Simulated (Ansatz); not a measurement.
C: an elastic constant from a strain scan

Method: Ansatz, DFT r2SCAN, scalar-relativistic, plane waves, PAW. Settings: plane waves to 500 eV, k-mesh 14×14×14 (Γ-centred), Gaussian smearing 0.05 eV. No spin polarisation. Energies are free energies at this smearing, counted from the undisturbed cell; pressure is positive in compression.

Reference structure (relaxed at this level; this form isn't the usual structure):

```
C
1.0
     0.00000    2.12676    3.56176
     1.22792    0.00000    3.56176
     1.22792    2.12676    0.00000
C
2
Direct
  0.16670 0.83330 0.16670
  0.83330 0.16670 0.83330
```

The cell holds layers and no dispersion correction was added, so their binding is poorly described.

The cell is strained by ε times the Voigt pattern (0, 0, 0, 0, 1, 0) (xx, yy, zz, yz, xz, xy; engineering shear) with fractional coordinates fixed. The cell holds 2 atoms in V0 = 18.60 Å³. The stress column is τ = (1/V0) dE/dε, got from the stress tensor σ (compression positive) at each point as −det(1 + εP) σ : P(1 + εP)⁻¹, with P the pattern as a tensor.

| ε | ΔE (meV/atom) | τ (GPa) |
| --- | --- | --- |
| -0.0525 | 0.407 | -0.268 |
| -0.0450 | 0.299 | -0.229 |
| -0.0375 | 0.207 | -0.191 |
| -0.0300 | 0.132 | -0.152 |
| -0.0225 | 0.074 | -0.114 |
| -0.0150 | 0.033 | -0.076 |
| -0.0075 | 0.008 | -0.038 |
| 0.0000 | 0.000 | 0.000 |
| 0.0075 | 0.008 | 0.038 |
| 0.0150 | 0.033 | 0.076 |
| 0.0225 | 0.074 | 0.114 |
| 0.0300 | 0.132 | 0.152 |
| 0.0375 | 0.207 | 0.191 |
| 0.0450 | 0.299 | 0.229 |
| 0.0525 | 0.407 | 0.268 |
| 0.0600 | ? | ? |

Which combination of elastic constants does this scan measure, and how large is it?

For small ε, τ = τ0 + Kε with K = pᵀCp, which for this pattern is C55 in the Cartesian frame shown. The parabola through τ at ε = -0.0075, 0 and 0.0075 has slope K = 5.1 GPa at zero. The energies per cell, E = NΔE, of the wider pair ε = ±0.0300 give K = 2[E(ε₊)/ε₊ − E(ε₋)/ε₋]/[(ε₊ − ε₋)V0] = 5.1 GPa, in agreement. These are clamped-ion values.

Predict the withheld row at ε = 0.0600 from the harmonic law, and compare.

ΔE = V0(τ0 ε + Kε²/2)/N = 0.530 meV/atom and τ = 0.30 GPa. The calculation gives 0.532 meV/atom and 0.31 GPa, a miss of 0.01 meV/atom at most, so the harmonic law still holds here.

Cost: 9 runs of about 1.9 core-minutes in all, on Intel Xeon Processor @ 2.70GHz (shared hosts).